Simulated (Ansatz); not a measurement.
ZnS

Computed with Ansatz (plane waves, PAW, 420 eV cutoff): PBEsol, scalar-relativistic, no spin polarisation, 10×10×6 k-mesh, Gaussian smearing of 0.05 eV. The datasets are Ansatz's generated set soft_2.

```
CELL_PARAMETERS angstrom
3.78162 0.00000 0.00000
-1.89081 3.27498 0.00000
0.00000 0.00000 6.20965
ATOMIC_POSITIONS crystal
Zn 0.33333 0.66667 0.00546
Zn 0.66667 0.33333 0.50546
S 0.33333 0.66667 0.37954
S 0.66667 0.33333 0.87954
```

The chain of runs began from a cell as deposited in COD, expanded in volume.

Cell and atoms are those of this level's equilibrium.

Path: Γ–M–K–Γ–A–L–H–A | L–M | H–K, with Γ = (0.000, 0.000, 0.000), M = (0.500, 0.000, 0.000), K = (0.333, 0.333, 0.000), A = (0.000, 0.000, 0.500), L = (0.500, 0.000, 0.500), H = (0.333, 0.333, 0.500) in reciprocal vectors of the calculation's cell.

Task: Is it a metal or an insulator, and if it has a gap, where are the band edges on this path?

Result: An insulator with a gap of 2.15 eV on the path, the valence band topping at Γ and the conduction band bottoming at Γ; the smallest direct gap is 2.15 eV.

Levels between -6 and 6 eV from the Fermi level at the path's named points:
| point | below E_F (eV) | above E_F (eV) |
| --- | --- | --- |
| Γ | -2.01 -2.01 -1.17 -1.08 -1.08 | 1.08 1.95 5.10 5.10 5.34 |
| M | -5.33 -4.51 -3.42 -2.87 -2.00 | 2.43 3.11 3.87 5.69 |
| K | -5.52 -5.52 -5.12 -3.52 -3.52 -3.27 | 2.94 4.85 4.85 |
| A | -4.05 -4.05 -1.57 -1.57 -1.57 -1.57 | 2.42 2.42 5.56 5.56 5.56 5.56 5.64 5.64 |
| L | -2.79 -2.79 -2.77 -2.77 | 2.33 2.33 4.00 4.00 |
| H | -5.98 -5.98 -4.28 -4.28 -2.50 -2.50 | 3.32 3.32 5.08 5.08 |

Formal charges Zn²⁺, S²⁻ balance and leave closed shells on every ion, so a band insulator is expected, and the gap is 2.15 eV.

Within 0.6 eV of the edges the projected states are 90 % S 3p at the top of the valence band and 59 % Zn 4s at the bottom of the conduction band. Crossing the gap moves an electron from the anion's filled p shell to the metal's empty orbitals, as in polar semiconductors.

**What was measured.** A printed reference work, monograph reports, for a bulk crystal of ZnS at 4 K: band gap 3.911 eV (direct).

**Against experiment.** A measured gap of ZnS is 3.911 eV (direct; 4 K; a printed reference work, monograph); the calculated 2.15 eV misses it by -1.76 eV. Kohn–Sham gaps of semilocal functionals mostly fall below measured ones. Temperature and excitons aren't in the calculation.

It took about 100 core-seconds on a shared host.

Kohn–Sham gaps of semilocal functionals lie under measured ones, often by a third or more.
